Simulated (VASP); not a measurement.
# Ir (Fm-3m) in VASP: notebook

The runs below take Ir through relaxation of the atoms, relaxation of cell and atoms, with r2SCAN, PBE.

All numbers are computed with VASP 6.6.1; they aren't measurements. Logs are shortened: lines on timing, memory, paths and dates and some standing lists are left out, and cuts for length are marked.

### 1 The structure

Symmetry: Fm-3m, No. 225, cubic system. The conventional cell has a = 3.831 Å, b = 3.831 Å, c = 3.831 Å, α = 90.00°, β = 90.00°, γ = 90.00°. Ir (site symmetry m-3m) is surrounded by 12 Ir at 2.71 Å.

### 2 Relaxation of the atoms, r2SCAN (a relaxed cell with its volume scaled by 1.04)

The input, INCAR:

```
SYSTEM = Ir
  PREC = Accurate
  ENCUT = 600
  EDIFF = 1E-7
  ISMEAR = 1
  SIGMA = 0.1
  LREAL = .FALSE.
  LASPH = .TRUE.
  NELM = 80
  ALGO = Normal
  ISIF = 2
  LWAVE = .FALSE.
  LCHARG = .FALSE.
  METAGGA = R2SCAN
  LMIXTAU = .TRUE.
  IBRION = 2
  NSW = 40
  EDIFFG = -0.01
```

The input, KPOINTS:

```
regular mesh
0
G
  16 16 16
  0 0 0
```

The input, POSCAR:

```
Ir                                      
1.0
    0.0000000000      1.9521390010      1.9521390010
    1.9521390010      0.0000000000      1.9521390010
    1.9521390010      1.9521390010      0.0000000000
  Ir            
     1
Direct
     0.0000000000000000    0.0000000000000000    0.0000000000000000
```

Potentials or basis: VASP PAW PBE potentials, release 64 (Ir).

Run with:

```bash
> cat potpaw_PBE.64/Ir/POTCAR > POTCAR
> mpirun -np 1 vasp_std > vasp.out
```

OUTCAR:

```text
SYSTEM = Ir
   PREC = Accurate
   ENCUT = 600
   EDIFF = 1E-7
   ISMEAR = 1
   LREAL = .FALSE.
   LASPH = .TRUE.
   NELM = 80
   ISIF = 2
   METAGGA = R2SCAN
   IBRION = 2
   NSW = 40
   EDIFFG = -0.01

 ion  position               nearest neighbor table
   1  0.000  0.000  0.000-

  LATTYP: Found a face centered cubic cell.
 ALAT       =     3.9042780020

  Lattice vectors:

 A1 = (   0.0000000000,   1.9521390010,   1.9521390010)
 A2 = (   1.9521390010,   0.0000000000,   1.9521390010)
 A3 = (   1.9521390010,   1.9521390010,   0.0000000000)

Analysis of symmetry for initial positions (statically):
=====================================================================
 Subroutine PRICEL returns:
 Original cell was already a primitive cell.

 Routine SETGRP: Setting up the symmetry group for a
 face centered cubic supercell.

 Subroutine GETGRP returns: Found 48 space group operations
 (whereof 48 operations were pure point group operations)
 out of a pool of 48 trial point group operations.

The static configuration has the point symmetry O_h .

Analysis of symmetry for dynamics (positions and initial velocities):
=====================================================================
 Subroutine PRICEL returns:
 Original cell was already a primitive cell.

 Routine SETGRP: Setting up the symmetry group for a
 face centered cubic supercell.

 Subroutine GETGRP returns: Found 48 space group operations
 (whereof 48 operations were pure point group operations)
 out of a pool of 48 trial point group operations.

The dynamic configuration has the point symmetry O_h .

 Subroutine INISYM returns: Found 48 space group operations
 (whereof 48 operations are pure point group operations),
 and found     1 'primitive' translations

----------------------------------------------------------------------------------------

                                     Primitive cell

  volume of cell :      14.8786

  direct lattice vectors                    reciprocal lattice vectors
     0.000000000  1.952139001  1.952139001    -0.256129302  0.256129302  0.256129302
     1.952139001  0.000000000  1.952139001     0.256129302 -0.256129302  0.256129302
     1.952139001  1.952139001  0.000000000     0.256129302  0.256129302 -0.256129302
[... 83 lines left out ...]
   LREAL  =      F    real-space projection
   EDIFFG = -.1E-01   stopping-criterion for IOM
   NSW    =     40    number of steps for IOM
   IBRION =      2    ionic relax: 0-MD 1-quasi-New 2-CG
   NFREE  =      1    steps in history (QN), initial steepest desc. (CG)
   ISIF   =      2    stress and relaxation
   ISYM   =      2    0-nonsym 1-usesym 2-fastsym
   POTIM  = 0.5000    time-step for ionic-motion
   TEBEG  =    0.0;   TEEND  =   0.0 temperature during run
   PSTRESS=    0.0 pullay stress
   NELECT =       9.0000    total number of electrons
   NUPDOWN=      -1.0000    fix difference up-down
   EMIN   =  10.00;   EMAX   =-10.00  energy-range for DOS
   EFERMI =   0.00;   METHOD = LEGACY
   ISMEAR =     1;   SIGMA  =   0.10  broadening in eV -4-tet -1-fermi 0-gaus
   EFERMI_NEDOS =   21; number of points for ismear=-14 and -15
   IALGO  =     38    algorithm
   IMIX   =      4    mixing-type and parameters
     AMIX     =   0.40;   BMIX     =  1.00
     AMIX_MAG =   1.60;   BMIX_MAG =  1.00
  volume/ion in A,a.u.               =      14.88       100.41
  Fermi-wavevector in a.u.,A,eV,Ry     =   1.384528  2.616378 26.081232  1.916916
  Thomas-Fermi vector in A             =   2.509023
   LORBIT       =      0    0 simple, 1 ext, 2 COOP (PROOUT), +10 PAW based schemes
   METAGGA = R2SCAN    functional components
   LHFCALC =     F    Hartree Fock is set to
   AEXX    =    0.0000 exact exchange contribution
   IVDW    =     0    specifies the selected vdW correction
   LEPSILON=     F    determine dielectric tensor
   LRPA    =     F    only Hartree local field effects (RPA)
 conjugate gradient relaxation of ions
 non-spin polarized calculation
 Methfessel and Paxton  Order N= 1 SIGMA  =   0.10
  energy-cutoff  :      600.00
  volume of cell :       14.88
 maximum number of plane-waves:       531
 NGX is ok and might be reduce to    24
   NGX = 11   NGY = 11   NGZ = 11

 number of electron       9.0000001 magnetization

 Free energy of the ion-electron system (eV)
  ---------------------------------------------------
  ext. energy  EPLUGINS =         0.00000000
  ---------------------------------------------------
  free energy    TOTEN  =       -52.33218831 eV

  energy without entropy =      -52.33155295  energy(sigma->0) =      -52.33197653

 E-fermi :   9.3131     XC(G=0): -14.9775

 val. band max:        9.3020983415   @ k =  -0.3125   0.3125   0.0625
 cond. band min:       9.3189468213   @ k =   0.3125   0.1875   0.0000
 fundamental gap:      0.0168484797
 Fermi energy:         9.3130961565

 k-point     1 :       0.0000    0.0000    0.0000
  band No.  band energies     occupation
      1      -1.6551      2.00000
      2       5.6255      2.00000
      3       5.6255      2.00000
      4       5.6255      2.00000
      5       8.1194      2.00000
      6       8.1194      2.00000
      7      24.5175      0.00000
      8      30.0732      0.00000
[... 243 lines left out ...]
 k-point    24 :      -0.0625    0.0625    0.0000
  band No.  band energies     occupation
      1      -1.2018      2.00000
      2       5.3744      2.00000
      3       5.8014      2.00000
      4       5.8502      2.00000
      5       7.8800      2.00000
      6       8.1482      2.00000
      7      25.2525      0.00000
      8      28.3626      0.00000

 [... further k-points ...]

------------------------ aborting loop because EDIFF is reached ----------------------------------------

  FORCE on cell =-STRESS in cart. coord.  units (eV):
  Direction    XX          YY          ZZ          XY          YZ          ZX
  --------------------------------------------------------------------------------------
  -------------------------------------------------------------------------------------
  Total       -1.2433159     -1.2433159     -1.2433159     -0.0000000      0.0000000      0.0000000
  in kB     -133.8843689   -133.8843689   -133.8843689     -0.0000000      0.0000000      0.0000000
  external PRESSURE =    -133.8843689 kB  Pullay stress =       0.0000000 kB

 VOLUME and BASIS-vectors are now :
 -----------------------------------------------------------------------------
  energy-cutoff  :      600.00
  volume of cell :       14.88
      direct lattice vectors                 reciprocal lattice vectors
     0.000000000  1.952139001  1.952139001    -0.256129302  0.256129302  0.256129302
     1.952139001  0.000000000  1.952139001     0.256129302 -0.256129302  0.256129302
     1.952139001  1.952139001  0.000000000     0.256129302  0.256129302 -0.256129302

 POSITION                                       TOTAL-FORCE (eV/Angst)
 -----------------------------------------------------------------------------------
      0.00000      0.00000      0.00000        -0.000000     -0.000000      0.000000
 -----------------------------------------------------------------------------------
    total drift:                               -0.000000     -0.000000     -0.000000

  FREE ENERGIE OF THE ION-ELECTRON SYSTEM (eV)
  ---------------------------------------------------
  free  energy   TOTEN  =       -52.3321883144 eV

  energy  without entropy=      -52.3315529472  energy(sigma->0) =      -52.33197653

 reached required accuracy - stopping structural energy minimisation
```

OSZICAR:

```text
N       E                     dE             d eps       ncg     rms          rms(c)
DAV:   1     0.459682338275E+01    0.45968E+01   -0.50974E+03  2328   0.119E+03
DAV:   2    -0.539650495581E+02   -0.58562E+02   -0.56722E+02  2336   0.220E+02
DAV:   3    -0.547620626221E+02   -0.79701E+00   -0.79545E+00  3368   0.352E+01
DAV:   4    -0.547675501658E+02   -0.54875E-02   -0.54853E-02  3016   0.214E+00
DAV:   5    -0.547676008789E+02   -0.50713E-04   -0.50714E-04  3392   0.131E-01    0.139E+01
DAV:   6    -0.518845905081E+02    0.28830E+01   -0.29958E+00  2640   0.217E+01    0.441E+00
DAV:   7    -0.522021988600E+02   -0.31761E+00   -0.28431E-01  2328   0.534E+00    0.324E+00
DAV:   8    -0.520284084080E+02    0.17379E+00   -0.38657E-01  2336   0.481E+00    0.129E+00
DAV:   9    -0.523227152774E+02   -0.29431E+00   -0.10930E-01  2360   0.249E+00    0.442E-01
DAV:  10    -0.523319695195E+02   -0.92542E-02   -0.58500E-03  2584   0.681E-01    0.595E-02
DAV:  11    -0.523299665884E+02    0.20029E-02   -0.11535E-03  2456   0.366E-01    0.166E-01
DAV:  12    -0.523320679793E+02   -0.21014E-02   -0.87163E-04  2424   0.231E-01    0.274E-02
DAV:  13    -0.523321818565E+02   -0.11388E-03   -0.19887E-04  2856   0.121E-01    0.170E-02
DAV:  14    -0.523321824792E+02   -0.62270E-06   -0.52308E-06  3184   0.261E-02    0.898E-03
DAV:  15    -0.523321870888E+02   -0.46095E-05   -0.17676E-06  2464   0.156E-02    0.360E-03
DAV:  16    -0.523321883540E+02   -0.12652E-05   -0.10737E-06  2520   0.949E-03    0.754E-04
DAV:  17    -0.523321883144E+02    0.39593E-07   -0.13973E-07  2256   0.384E-03
   1 F= -.52332188E+02 E0= -.52331977E+02  d E =-.523322E+02
```

CONTCAR:

```text
Ir
   1.00000000000000
     0.0000000000000000    1.9521390009999999    1.9521390009999999
     1.9521390009999999    0.0000000000000000    1.9521390009999999
     1.9521390009999999    1.9521390009999999    0.0000000000000000
  Ir
     1
Direct
     0.0000000000000000    0.0000000000000000    0.0000000000000000

  0.00000000E+00  0.00000000E+00  0.00000000E+00
```

It took 64 s on 1 thread of Intel Xeon Platinum 8259CL at 2.50GHz (Skylake/Cascade Lake), shared host; peak memory 0.17 GiB.

What came out:

- Free energy: -52.3322 eV
- Pressure after relaxing: -13.4 GPa
- Band gap on the k mesh: none (metal or under the smearing width)

Final structure:
```
CELL_PARAMETERS angstrom
0.00000 1.95214 1.95214
1.95214 0.00000 1.95214
1.95214 1.95214 0.00000
ATOMIC_POSITIONS crystal
Ir 0.00000 0.00000 0.00000
```

Levels at points of the mesh, in eV from the Fermi level:
| k point | band 1 | band 2 | band 3 | band 4 | band 5 | band 6 | band 7 | band 8 |
| --- | --- | --- | --- | --- | --- | --- | --- | --- |
| (0.00, 0.00, 0.00) | -10.97 | -3.69 | -3.69 | -3.69 | -1.19 | -1.19 | 15.20 | 20.76 |
| (0.50, 0.00, 0.00) | -7.87 | -3.83 | -3.83 | -0.55 | 0.86 | 0.86 | 7.16 | 14.83 |
| (0.50, 0.50, 0.00) | -7.61 | -7.06 | 0.77 | 1.45 | 1.45 | 1.80 | 10.39 | 12.09 |

Caveat: the relaxation stopped at its first step, so nothing moved; the PAW data sets were made with another functional, which shifts forces and pressure a little. The run has no spin-orbit coupling, so splittings on Ir are missing.

### 3 Relaxation of the atoms, r2SCAN (a relaxed cell with its volume scaled by 1.06)

INCAR is that of step 2.

KPOINTS is that of step 2.

The input, POSCAR:

```
Ir                                      
1.0
    0.0000000000      1.9645733426      1.9645733426
    1.9645733426      0.0000000000      1.9645733426
    1.9645733426      1.9645733426      0.0000000000
  Ir            
     1
Direct
     0.0000000000000000    0.0000000000000000    0.0000000000000000
```

Potentials or basis: VASP PAW PBE potentials, release 64 (Ir).

Run with:

```bash
> cat potpaw_PBE.64/Ir/POTCAR > POTCAR
> mpirun -np 1 vasp_std > vasp.out
```

OUTCAR:

```text
SYSTEM = Ir
   PREC = Accurate
   ENCUT = 600
   EDIFF = 1E-7
   ISMEAR = 1
   LREAL = .FALSE.
   LASPH = .TRUE.
   NELM = 80
   ISIF = 2
   METAGGA = R2SCAN
   IBRION = 2
   NSW = 40
   EDIFFG = -0.01

 ion  position               nearest neighbor table
   1  0.000  0.000  0.000-

  LATTYP: Found a face centered cubic cell.
 ALAT       =     3.9291466852

  Lattice vectors:

 A1 = (   0.0000000000,   1.9645733426,   1.9645733426)
 A2 = (   1.9645733426,   0.0000000000,   1.9645733426)
 A3 = (   1.9645733426,   1.9645733426,   0.0000000000)

Analysis of symmetry for initial positions (statically):
=====================================================================
 Subroutine PRICEL returns:
 Original cell was already a primitive cell.

 Routine SETGRP: Setting up the symmetry group for a
 face centered cubic supercell.

 Subroutine GETGRP returns: Found 48 space group operations
 (whereof 48 operations were pure point group operations)
 out of a pool of 48 trial point group operations.

The static configuration has the point symmetry O_h .

Analysis of symmetry for dynamics (positions and initial velocities):
=====================================================================
 Subroutine PRICEL returns:
 Original cell was already a primitive cell.

 Routine SETGRP: Setting up the symmetry group for a
 face centered cubic supercell.

 Subroutine GETGRP returns: Found 48 space group operations
 (whereof 48 operations were pure point group operations)
 out of a pool of 48 trial point group operations.

The dynamic configuration has the point symmetry O_h .

 Subroutine INISYM returns: Found 48 space group operations
[... 114 lines left out ...]
     AMIX     =   0.40;   BMIX     =  1.00
     AMIX_MAG =   1.60;   BMIX_MAG =  1.00
  volume/ion in A,a.u.               =      15.16       102.34
  Fermi-wavevector in a.u.,A,eV,Ry     =   1.375764  2.599818 25.752126  1.892728
  Thomas-Fermi vector in A             =   2.501071
   LORBIT       =      0    0 simple, 1 ext, 2 COOP (PROOUT), +10 PAW based schemes
   METAGGA = R2SCAN    functional components
   LHFCALC =     F    Hartree Fock is set to
   AEXX    =    0.0000 exact exchange contribution
   IVDW    =     0    specifies the selected vdW correction
   LEPSILON=     F    determine dielectric tensor
   LRPA    =     F    only Hartree local field effects (RPA)
 conjugate gradient relaxation of ions
 non-spin polarized calculation
 Methfessel and Paxton  Order N= 1 SIGMA  =   0.10
  energy-cutoff  :      600.00
  volume of cell :       15.16
 maximum number of plane-waves:       531
 NGX is ok and might be reduce to    24
   NGX = 11   NGY = 11   NGZ = 11

 number of electron       9.0000001 magnetization

 Free energy of the ion-electron system (eV)
  ---------------------------------------------------
  ext. energy  EPLUGINS =         0.00000000
  ---------------------------------------------------
  free energy    TOTEN  =       -52.30323098 eV

  energy without entropy =      -52.30258094  energy(sigma->0) =      -52.30301430

 E-fermi :   8.9989     XC(G=0): -14.8469

 val. band max:        8.9901707287   @ k =  -0.3125   0.3125   0.0625
 cond. band min:       9.0010180675   @ k =   0.3125   0.1875   0.0000
 fundamental gap:      0.0108473388
 Fermi energy:         8.9989327282

 k-point     1 :       0.0000    0.0000    0.0000
  band No.  band energies     occupation
      1      -1.7628      2.00000
      2       5.4208      2.00000
      3       5.4208      2.00000
      4       5.4208      2.00000
      5       7.8363      2.00000
      6       7.8363      2.00000
      7      24.2353      0.00000
      8      29.6752      0.00000
[... 243 lines left out ...]
 k-point    24 :      -0.0625    0.0625    0.0000
  band No.  band energies     occupation
      1      -1.3182      2.00000
      2       5.1780      2.00000
      3       5.5921      2.00000
      4       5.6392      2.00000
      5       7.6060      2.00000
      6       7.8651      2.00000
      7      24.9462      0.00000
      8      27.9755      0.00000

 [... further k-points ...]

------------------------ aborting loop because EDIFF is reached ----------------------------------------

  FORCE on cell =-STRESS in cart. coord.  units (eV):
  Direction    XX          YY          ZZ          XY          YZ          ZX
  --------------------------------------------------------------------------------------
  -------------------------------------------------------------------------------------
  Total       -1.7909330     -1.7909330     -1.7909330      0.0000000      0.0000000     -0.0000000
  in kB     -189.2148307   -189.2148307   -189.2148307      0.0000000      0.0000000     -0.0000000
  external PRESSURE =    -189.2148307 kB  Pullay stress =       0.0000000 kB

 VOLUME and BASIS-vectors are now :
 -----------------------------------------------------------------------------
  energy-cutoff  :      600.00
  volume of cell :       15.16
      direct lattice vectors                 reciprocal lattice vectors
     0.000000000  1.964573343  1.964573343    -0.254508187  0.254508187  0.254508187
     1.964573343  0.000000000  1.964573343     0.254508187 -0.254508187  0.254508187
     1.964573343  1.964573343  0.000000000     0.254508187  0.254508187 -0.254508187

 POSITION                                       TOTAL-FORCE (eV/Angst)
 -----------------------------------------------------------------------------------
      0.00000      0.00000      0.00000         0.000000      0.000000      0.000000
 -----------------------------------------------------------------------------------
    total drift:                               -0.000000      0.000000     -0.000000

  FREE ENERGIE OF THE ION-ELECTRON SYSTEM (eV)
  ---------------------------------------------------
  free  energy   TOTEN  =       -52.3032309765 eV

  energy  without entropy=      -52.3025809394  energy(sigma->0) =      -52.30301430

 reached required accuracy - stopping structural energy minimisation
```

OSZICAR:

```text
N       E                     dE             d eps       ncg     rms          rms(c)
DAV:   1     0.544578357569E+01    0.54458E+01   -0.50994E+03  2344   0.120E+03
DAV:   2    -0.539855604804E+02   -0.59431E+02   -0.57692E+02  2352   0.220E+02
DAV:   3    -0.547767135244E+02   -0.79115E+00   -0.78865E+00  3248   0.354E+01
DAV:   4    -0.547824861138E+02   -0.57726E-02   -0.57721E-02  3032   0.222E+00
DAV:   5    -0.547825387978E+02   -0.52684E-04   -0.52682E-04  3448   0.138E-01    0.132E+01
DAV:   6    -0.518596164928E+02    0.29229E+01   -0.31541E+00  2664   0.221E+01    0.415E+00
DAV:   7    -0.521756520819E+02   -0.31604E+00   -0.29137E-01  2336   0.527E+00    0.315E+00
DAV:   8    -0.519902414554E+02    0.18541E+00   -0.41633E-01  2360   0.493E+00    0.135E+00
DAV:   9    -0.522915351674E+02   -0.30129E+00   -0.11472E-01  2376   0.256E+00    0.506E-01
DAV:  10    -0.523027487635E+02   -0.11214E-01   -0.45030E-03  2640   0.590E-01    0.129E-01
DAV:  11    -0.523030689974E+02   -0.32023E-03   -0.23067E-04  2608   0.167E-01    0.644E-02
DAV:  12    -0.523031137673E+02   -0.44770E-04   -0.13296E-04  2472   0.181E-01    0.291E-02
DAV:  13    -0.523032254353E+02   -0.11167E-03   -0.15253E-04  2696   0.110E-01    0.201E-02
DAV:  14    -0.523032250457E+02    0.38960E-06   -0.13624E-05  3328   0.402E-02    0.674E-03
DAV:  15    -0.523032298610E+02   -0.48153E-05   -0.21304E-06  2544   0.175E-02    0.167E-03
DAV:  16    -0.523032309111E+02   -0.10501E-05   -0.19363E-06  2728   0.126E-02    0.714E-04
DAV:  17    -0.523032309765E+02   -0.65387E-07   -0.23416E-07  2608   0.499E-03
   1 F= -.52303231E+02 E0= -.52303014E+02  d E =-.523032E+02
```

It took 65 s on 1 thread of Intel Xeon Platinum 8259CL at 2.50GHz (Skylake/Cascade Lake), shared host; peak memory 0.17 GiB.

Results:

| Item | Value |
| --- | --- |
| Free energy | -52.3032 eV |
| Pressure after relaxing | -18.9 GPa |
| Band gap on the k mesh | none (metal or under the smearing width) |

Final structure:
```
Ir
1.0
     0.00000    1.96457    1.96457
     1.96457    0.00000    1.96457
     1.96457    1.96457    0.00000
Ir
1
Direct
  0.00000 0.00000 0.00000
```

Levels at points of the mesh, in eV from the Fermi level:
```
           k point  band 1  band 2  band 3  band 4  band 5  band 6  band 7  band 8
(0.00, 0.00, 0.00)  -10.76   -3.58   -3.58   -3.58   -1.16   -1.16   15.24   20.68
(0.50, 0.00, 0.00)   -7.67   -3.71   -3.71   -0.50    0.83    0.83    6.97   14.86
(0.50, 0.50, 0.00)   -7.39   -6.86    0.73    1.40    1.40    1.80   10.14   12.00
```

Caveat: the relaxation stopped at its first step, so nothing moved; the PAW data sets were made with another functional, which shifts forces and pressure a little. Spin-orbit coupling is left out, which matters for the levels of Ir.

[end of part 1 of 2]
